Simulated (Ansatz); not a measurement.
Au under changes of volume

One of the cells (16.855 Å³/atom); the others are scaled copies at fixed shape and fractional positions:

```
Au
1.0
     0.00000    2.03500    2.03500
     2.03500    0.00000    2.03500
     2.03500    2.03500    0.00000
Au
1
Direct
  0.00000 0.00000 0.00000
```

* Program: Ansatz 0.2.0
* Functional: RPBE
* Potentials or basis: Ansatz PAW
* Cutoff: 420 eV (not typed: the program's choice for these potentials)
* k mesh: 11 × 11 × 11
* Occupations: fermi-dirac, width 0.05 eV
* Spin: no spin polarisation

| volume (Å³/atom) | energy over the lowest point (meV/atom) | pressure (GPa) |
| --- | --- | --- |
| 15.843 | ? | ? |
| 16.181 | 141.65 | 24.2 |
| 16.518 | 95.83 | 19.3 |
| 16.855 | 59.82 | 14.9 |
| 17.192 | 32.51 | 11.0 |
| 17.529 | 12.87 | 7.6 |
| 17.866 | 0.00 | 4.6 |

Question: What does the run at 15.843 Å³/atom give?

Answer: Energy over the lowest point 198.58 meV/atom; pressure 29.8 GPa.

Worked out: A Birch-Murnaghan fit of order 3 (a polynomial in V^(-2/3)) to the other rows has no minimum within the range. It gives 198.80 meV/atom at 15.843 Å³/atom, against the run's 198.58, and -dE/dV = 30.0 GPa, against 29.8.

Energies are extrapolated to zero smearing.

Caveats: the PAW data sets come from PBE, with cores solved anew for the run's functional, which leaves a small shift of forces and pressure.
